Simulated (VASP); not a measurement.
# Al2O3 (Corundum) (R-3c) in VASP: further runs, part 2 of 3

VASP 6.6.1. The steps go on from the part before.

## 3. Band structure, PW91

Input file POSCAR:

```
Al2O3
1.0
    2.3802500000      1.3742379782      4.3318666667
   -2.3802500000      1.3742379782      4.3318666667
    0.0000000000     -2.7484759565      4.3318666667
Al O
4 6
Direct
    0.8521600000      0.8521600000      0.8521600000
    0.6478400000      0.6478400000      0.6478400000
    0.1478400000      0.1478400000      0.1478400000
    0.3521600000      0.3521600000      0.3521600000
    0.0566800000      0.7500000000      0.4433200000
    0.7500000000      0.4433200000      0.0566800000
    0.4433200000      0.0566800000      0.7500000000
    0.9433200000      0.2500000000      0.5566800000
    0.2500000000      0.5566800000      0.9433200000
    0.5566800000      0.9433200000      0.2500000000
```

Input file INCAR.step1:

```
PREC     = Accurate       # precision mode
ENCUT    = 520            # plane-wave cutoff, eV
EDIFF    = 1E-6           # SCF threshold, eV
ISMEAR   = -1             # smearing method
SIGMA    = 0.05           # smearing width, eV
LREAL    = False          # projectors in reciprocal space
LASPH    = True           # aspherical terms in the spheres
NELM     = 60             # most SCF steps
ALGO     = Normal         # electronic algorithm
ISIF     = 2              # what is computed and relaxed
LWAVE    = False          # write WAVECAR
LCHARG   = True           # write CHGCAR
GGA      = 91             # functional
```

Input file KPOINTS.step1:

```
regular mesh
0
Gamma
  7 7 7
```

Input file INCAR.step2:

```
PREC     = Accurate       # precision mode
ENCUT    = 520            # plane-wave cutoff, eV
EDIFF    = 1E-6           # SCF threshold, eV
ISMEAR   = 0              # smearing method
SIGMA    = 0.05           # smearing width, eV
LREAL    = False          # projectors in reciprocal space
LASPH    = True           # aspherical terms in the spheres
NELM     = 60             # most SCF steps
ALGO     = Normal         # electronic algorithm
ISIF     = 2              # what is computed and relaxed
LWAVE    = False          # write WAVECAR
LCHARG   = False          # write CHGCAR
GGA      = 91             # functional
ICHARG   = 11             # starting density
```

Input file KPOINTS.step2:

```
path GLB1,BZGX,QFP1Z,LP
15
line-mode
reciprocal
 0.0000000000  0.0000000000  0.0000000000  G
 0.5000000000  0.0000000000  0.0000000000  L

 0.5000000000  0.0000000000  0.0000000000  L
 0.5000000000  0.2337604794 -0.2337604794  B1

 0.7662395206  0.5000000000  0.2337604794  B
 0.5000000000  0.5000000000  0.5000000000  Z

 0.5000000000  0.5000000000  0.5000000000  Z
 0.0000000000  0.0000000000  0.0000000000  G

 0.0000000000  0.0000000000  0.0000000000  G
 0.3668802397  0.0000000000 -0.3668802397  X

 0.6331197603  0.3668802397  0.0000000000  Q
 0.5000000000  0.5000000000  0.0000000000  F

 0.5000000000  0.5000000000  0.0000000000  F
 0.6331197603  0.6331197603  0.2337604794  P1

 0.6331197603  0.6331197603  0.2337604794  P1
 0.5000000000  0.5000000000  0.5000000000  Z

 0.5000000000  0.0000000000  0.0000000000  L
 0.7662395206  0.3668802397  0.3668802397  P
```

Potentials or basis: VASP PAW PBE potentials, release 64 (Al, O).

Command:

```
> cat potpaw_PBE.64/Al/POTCAR potpaw_PBE.64/O/POTCAR > POTCAR
> cp INCAR.step1 INCAR
> cp KPOINTS.step1 KPOINTS
> mpirun -np 1 vasp_std > vasp.out
> cp INCAR.step2 INCAR
> cp KPOINTS.step2 KPOINTS
> mpirun -np 1 vasp_std > vasp.out
```

OUTCAR:

```text
PREC = Accurate
   ENCUT = 520
   EDIFF = 1E-6
   ISMEAR = 0
   LREAL = False
   LASPH = True
   NELM = 60
   ISIF = 2
   GGA = 91
   ICHARG = 11

 ion  position               nearest neighbor table
   1  0.852  0.852  0.852-   8 1.85   9 1.85  10 1.85   6 1.97   7 1.97   5 1.97   2 2.66   3 2.79
                             3 2.79   3 2.79   2 3.22   2 3.22   2 3.22
   2  0.648  0.648  0.648-   9 1.85   8 1.85  10 1.85   5 1.97   7 1.97   6 1.97   1 2.66   4 2.79
                             4 2.79   4 2.79   1 3.22   1 3.22   1 3.22
[... 1015 lines left out ...]
  in kB       59.2535650     59.2535650     57.4577520      0.0000000     -0.0000000     -0.0000000
  external PRESSURE =      58.6549606 kB  Pullay stress =       0.0000000 kB

 VOLUME and BASIS-vectors are now :
 -----------------------------------------------------------------------------
  energy-cutoff  :      520.00
  volume of cell :       85.02
      direct lattice vectors                 reciprocal lattice vectors
     2.380250000  1.374237978  4.331866667     0.210061968  0.121279334  0.076949121
    -2.380250000  1.374237978  4.331866667    -0.210061968  0.121279334  0.076949121
     0.000000000 -2.748475957  4.331866667     0.000000000 -0.242558668  0.076949121

 POSITION                                       TOTAL-FORCE (eV/Angst)
 -----------------------------------------------------------------------------------
      0.00000     -0.00000     11.07433         0.000000      0.000000     -0.011957
      0.00000     -0.00000      8.41907         0.000000     -0.000000      0.011957
      0.00000     -0.00000      1.92127         0.000000     -0.000000      0.011957
      0.00000     -0.00000      4.57653         0.000000      0.000000     -0.011957
     -1.65027     -0.10988      5.41483        -0.004098     -0.007097     -0.000000
      0.72998      1.48412      5.41483        -0.004098      0.007097     -0.000000
      0.92030     -1.37424      5.41483         0.008195      0.000000     -0.000000
      1.65027      0.10988      7.58077         0.004098      0.007097     -0.000000
     -0.72998     -1.48412      7.58077         0.004098     -0.007097     -0.000000
     -0.92030      1.37424      7.58077        -0.008195     -0.000000      0.000000
 -----------------------------------------------------------------------------------
    total drift:                               -0.000000     -0.000000      0.000000

  FREE ENERGIE OF THE ION-ELECTRON SYSTEM (eV)
  ---------------------------------------------------
  free  energy   TOTEN  =       -75.5105836051 eV

  energy  without entropy=      -75.5105836051  energy(sigma->0) =      -75.51058361
```

OUTCAR.step1:

```text
PREC = Accurate
   ENCUT = 520
   EDIFF = 1E-6
   ISMEAR = -1
   LREAL = False
   LASPH = True
[... 1052 lines left out ...]
      1.65027      0.10988      7.58077         0.015379      0.026637      0.000000
     -0.72998     -1.48412      7.58077         0.015379     -0.026637      0.000000
     -0.92030      1.37424      7.58077        -0.030758     -0.000000      0.000000
 -----------------------------------------------------------------------------------
    total drift:                               -0.000000      0.000000     -0.000000

  FREE ENERGIE OF THE ION-ELECTRON SYSTEM (eV)
  ---------------------------------------------------
  free  energy   TOTEN  =       -75.3870730064 eV

  energy  without entropy=      -75.3870730063  energy(sigma->0) =      -75.38707301
```

Wall time 5.6 min (1 thread of Intel Xeon 6975P-C (Granite Rapids), shared host); peak memory 0.39 GiB.

What came out:

```
Band gap on the k mesh  : 6.26 eV, direct
Band gap along the path : 6.26 eV, direct
```

Levels at the corners of the path, in eV from the valence-band top:
```tsv
point	band 22	band 23	band 24	band 25	band 26	band 27
Γ	-0.05	-0.05	0.00	6.26	9.17	10.76
L	-0.91	-0.27	-0.27	9.49	9.49	9.66
L	-0.91	-0.27	-0.27	9.49	9.49	9.66
B1	-0.85	-0.50	-0.50	9.73	9.73	10.14
B	-0.85	-0.50	-0.50	9.73	9.73	10.14
Z	-0.38	-0.38	-0.38	8.70	8.70	11.10
Z	-0.38	-0.38	-0.38	8.70	8.70	11.10
Γ	-0.05	-0.05	0.00	6.26	9.17	10.76
Γ	-0.05	-0.05	0.00	6.26	9.17	10.76
X	-0.84	-0.56	-0.28	9.53	9.56	9.77
Q	-0.84	-0.56	-0.28	9.53	9.56	9.77
F	-0.92	-0.74	-0.26	9.66	9.75	9.95
F	-0.92	-0.74	-0.26	9.66	9.75	9.95
P1	-0.86	-0.75	-0.46	9.76	9.95	10.22
P1	-0.86	-0.75	-0.46	9.76	9.95	10.22
Z	-0.38	-0.38	-0.38	8.70	8.70	11.10
L	-0.91	-0.27	-0.27	9.49	9.49	9.66
P	-0.86	-0.75	-0.46	9.76	9.95	10.22
```

Caveat: the log is that of the step along the path at fixed density, whose energy, stress, charges and moments have no meaning; the PAW data sets were made with another functional, which shifts forces and pressure a little.

## 4. Band structure, AM05

Input file INCAR:

```
SYSTEM = Al2O3
PREC = Accurate
ENCUT = 520
EDIFF = 1E-6
ISMEAR = -1
SIGMA = 0.05
LREAL = .False.
LASPH = .True.
NELM = 80
ALGO = Fast
ISIF = 2
LWAVE = .False.
LCHARG = .False.
GGA = AM
NBANDS = 35
```

Input file KPOINTS:

```
regular mesh
0
Gamma
  7 7 7
  0 0 0
```

POSCAR is that of step 3.

Input file KPOINTS_OPT:

```
path GLB1,BZGX,QFP1Z,LP
20
line-mode
reciprocal
 0.0000000000  0.0000000000  0.0000000000  G
 0.5000000000  0.0000000000  0.0000000000  L

 0.5000000000  0.0000000000  0.0000000000  L
 0.5000000000  0.2337604794 -0.2337604794  B1

 0.7662395206  0.5000000000  0.2337604794  B
 0.5000000000  0.5000000000  0.5000000000  Z

 0.5000000000  0.5000000000  0.5000000000  Z
 0.0000000000  0.0000000000  0.0000000000  G

 0.0000000000  0.0000000000  0.0000000000  G
 0.3668802397  0.0000000000 -0.3668802397  X

 0.6331197603  0.3668802397  0.0000000000  Q
 0.5000000000  0.5000000000  0.0000000000  F

 0.5000000000  0.5000000000  0.0000000000  F
 0.6331197603  0.6331197603  0.2337604794  P1

 0.6331197603  0.6331197603  0.2337604794  P1
 0.5000000000  0.5000000000  0.5000000000  Z

 0.5000000000  0.0000000000  0.0000000000  L
 0.7662395206  0.3668802397  0.3668802397  P
```

Potentials or basis: VASP PAW PBE potentials, release 64 (Al, O).

Command:

```
> cat potpaw_PBE.64/Al/POTCAR potpaw_PBE.64/O/POTCAR > POTCAR
> mpirun -np 1 vasp_std > vasp.out
```

OUTCAR:

```text
SYSTEM = Al2O3
   PREC = Accurate
   ENCUT = 520
   EDIFF = 1E-6
   ISMEAR = -1
   LREAL = .False.
   LASPH = .True.
   NELM = 80
   ISIF = 2
   GGA = AM

 ion  position               nearest neighbor table
   1  0.852  0.852  0.852-   8 1.85   9 1.85  10 1.85   6 1.97   7 1.97   5 1.97   2 2.66   3 2.79
                             3 2.79   3 2.79   2 3.22   2 3.22   2 3.22
   2  0.648  0.648  0.648-   9 1.85   8 1.85  10 1.85   5 1.97   7 1.97   6 1.97   1 2.66   4 2.79
                             4 2.79   4 2.79   1 3.22   1 3.22   1 3.22
   3  0.148  0.148  0.148-   5 1.85   6 1.85   7 1.85   9 1.97  10 1.97   8 1.97   4 2.66   1 2.79
                             1 2.79   1 2.79   4 3.22   4 3.22   4 3.22
   4  0.352  0.352  0.352-   6 1.85   5 1.85   7 1.85   8 1.97  10 1.97   9 1.97   3 2.66   2 2.79
                             2 2.79   2 2.79   3 3.22   3 3.22   3 3.22
   5  0.057  0.750  0.443-   3 1.85   4 1.85   2 1.97   1 1.97
   6  0.750  0.443  0.057-   4 1.85   3 1.85   1 1.97   2 1.97
   7  0.443  0.057  0.750-   3 1.85   4 1.85   1 1.97   2 1.97
   8  0.943  0.250  0.557-   1 1.85   2 1.85   4 1.97   3 1.97
   9  0.250  0.557  0.943-   2 1.85   1 1.85   3 1.97   4 1.97
  10  0.557  0.943  0.250-   1 1.85   2 1.85   3 1.97   4 1.97

[... 212 lines left out ...]
  band No.  band energies     occupation
      1     -13.0692      2.00000
      2     -10.6844      2.00000
      3     -10.3975      2.00000
      4     -10.3975      2.00000
      5     -10.0748      2.00000
      6     -10.0748      2.00000
[... 901 lines left out ...]
     34      19.5626      0.00000
     35      19.9127      0.00000

 [... further k-points ...]
[... 5 lines left out ...]
  --------------------------------------------------------------------------------------
  -------------------------------------------------------------------------------------
  Total        1.1856945      1.1856945      0.8458179      0.0000000     -0.0000000      0.0000000
  in kB       22.3445983     22.3445983     15.9395697      0.0000000     -0.0000000      0.0000000
  external PRESSURE =      20.2095887 kB  Pullay stress =       0.0000000 kB

 VOLUME and BASIS-vectors are now :
 -----------------------------------------------------------------------------
  energy-cutoff  :      520.00
  volume of cell :       85.02
      direct lattice vectors                 reciprocal lattice vectors
     2.380250000  1.374237978  4.331866667     0.210061968  0.121279334  0.076949121
    -2.380250000  1.374237978  4.331866667    -0.210061968  0.121279334  0.076949121
     0.000000000 -2.748475957  4.331866667     0.000000000 -0.242558668  0.076949121

 POSITION                                       TOTAL-FORCE (eV/Angst)
 -----------------------------------------------------------------------------------
      0.00000     -0.00000     11.07433         0.000000      0.000000     -0.075287
      0.00000     -0.00000      8.41907         0.000000     -0.000000      0.075287
      0.00000     -0.00000      1.92127         0.000000     -0.000000      0.075287
      0.00000     -0.00000      4.57653         0.000000      0.000000     -0.075287
     -1.65027     -0.10988      5.41483        -0.041766     -0.072341      0.000000
      0.72998      1.48412      5.41483        -0.041766      0.072341      0.000000
      0.92030     -1.37424      5.41483         0.083532      0.000000     -0.000000
      1.65027      0.10988      7.58077         0.041766      0.072341      0.000000
     -0.72998     -1.48412      7.58077         0.041766     -0.072341      0.000000
     -0.92030      1.37424      7.58077        -0.083532      0.000000     -0.000000
 -----------------------------------------------------------------------------------
    total drift:                               -0.000000      0.000000     -0.000000

  FREE ENERGIE OF THE ION-ELECTRON SYSTEM (eV)
  ---------------------------------------------------
  free  energy   TOTEN  =       -76.8014305899 eV

  energy  without entropy=      -76.8014305899  energy(sigma->0) =      -76.80143059
```

OSZICAR:

```text
N       E                     dE             d eps       ncg     rms          rms(c)
DAV:   1     0.218582079212E+03    0.21858E+03   -0.25314E+04  3080   0.131E+03
DAV:   2    -0.716541096332E+02   -0.29024E+03   -0.28131E+03  3905   0.284E+02
DAV:   3    -0.836985680184E+02   -0.12044E+02   -0.12004E+02  3997   0.590E+01
[... 52 lines left out ...]
DAV:   9    -0.584946311517E+03   -0.18149E-06     2826
       N       E                     dE             ncg
DAV:   1     0.522747862690E+05   -0.44873E+04      280
DAV:   2     0.511428476407E+05   -0.11319E+04      370
DAV:   3     0.510922454701E+05   -0.50602E+02      368
DAV:   4     0.510917956052E+05   -0.44986E+00      344
DAV:   5     0.510917894887E+05   -0.61165E-02      357
DAV:   6     0.510917893400E+05   -0.14878E-03      360
DAV:   7     0.510917893357E+05   -0.42664E-05      360
DAV:   8     0.510917893356E+05   -0.11404E-06      256
```

stdout:

```text
POSCAR found type information on POSCAR AlO
 POSCAR found :  2 types and      10 ions
 scaLAPACK will be used
 -----------------------------------------------------------------------------
|                                                                             |
|                                                                             |
|     You enforced a specific xc type in the INCAR file but a different       |
|     I HOPE YOU KNOW WHAT YOU ARE DOING!                                     |
|                                                                             |
 -----------------------------------------------------------------------------

 LDA part: xc-table for (Slater+PW92), standard interpolation
 POSCAR, INCAR and KPOINTS ok, starting setup
 FFT: planning ... GRIDC
 FFT: planning ... GRID_SOFT
 FFT: planning ... GRID
 WAVECAR not read
 entering main loop
 Start KPOINTS_OPT (optional k-point list driver)
k-point batch [1-44\180]
k-point batch [45-88\180]
k-point batch [89-132\180]
k-point batch [133-176\180]
k-point batch [177-180\180]
```

It took 9 min on 1 thread of Intel Xeon 6975P-C (Granite Rapids), shared host; peak memory 0.35 GiB.

What came out:

| Property | Result |
| --- | --- |
| Free energy | -76.8014 eV |
| Pressure | 2.0 GPa |
| Largest force | 0.084 eV/Å |
| Band gap on the k mesh | 6.22 eV, direct |
| Band gap along the path | 6.22 eV, direct |

Forces in eV/Å, atoms in the order of the input:
```
Al   0.000  0.000 -0.075
Al   0.000  0.000  0.075
Al   0.000  0.000  0.075
Al   0.000  0.000 -0.075
O   -0.042 -0.072  0.000
O   -0.042  0.072  0.000
O    0.084  0.000  0.000
O    0.042  0.072  0.000
O    0.042 -0.072  0.000
O   -0.084  0.000  0.000
```

Stress tensor (GPa, compression positive):
```
2.23 0.00 0.00
0.00 2.23 0.00
0.00 0.00 1.59
```

Levels at the corners of the path, in eV from the valence-band top:
```tsv
point	band 20	band 21	band 22	band 23	band 24	band 25	band 26	band 27	band 28	band 29
Γ	-0.50	-0.50	-0.04	-0.04	0.00	6.22	9.04	10.70	11.40	11.40
L	-1.34	-0.92	-0.92	-0.28	-0.28	9.42	9.42	9.57	9.57	11.65
L	-1.34	-0.92	-0.92	-0.28	-0.28	9.42	9.42	9.57	9.57	11.65
B1	-1.20	-0.86	-0.86	-0.51	-0.51	9.63	9.63	10.06	10.06	10.48
B	-1.20	-0.86	-0.86	-0.51	-0.51	9.63	9.63	10.06	10.06	10.48
Z	-2.03	-0.39	-0.39	-0.39	-0.39	8.63	8.63	11.00	11.00	12.45
Z	-2.03	-0.39	-0.39	-0.39	-0.39	8.63	8.63	11.00	11.00	12.45
Γ	-0.50	-0.50	-0.04	-0.04	0.00	6.22	9.04	10.70	11.40	11.40
Γ	-0.50	-0.50	-0.04	-0.04	0.00	6.22	9.04	10.70	11.40	11.40
X	-1.13	-0.90	-0.86	-0.57	-0.29	9.44	9.48	9.67	10.07	10.62
Q	-1.13	-0.90	-0.86	-0.57	-0.29	9.44	9.48	9.67	10.07	10.62
F	-1.31	-1.04	-0.93	-0.75	-0.26	9.51	9.68	9.89	10.31	11.04
F	-1.31	-1.04	-0.93	-0.75	-0.26	9.51	9.68	9.89	10.31	11.04
P1	-1.08	-1.05	-0.87	-0.76	-0.47	9.65	9.84	10.15	10.32	10.34
P1	-1.08	-1.05	-0.87	-0.76	-0.47	9.65	9.84	10.15	10.32	10.34
Z	-2.03	-0.39	-0.39	-0.39	-0.39	8.63	8.63	11.00	11.00	12.45
L	-1.34	-0.92	-0.92	-0.28	-0.28	9.42	9.42	9.57	9.57	11.65
P	-1.08	-1.05	-0.87	-0.76	-0.47	9.65	9.84	10.15	10.32	10.34
```

Caveat: the PAW data sets were made with another functional, which shifts forces and pressure a little.

(Part 2 of 3 ends here.)
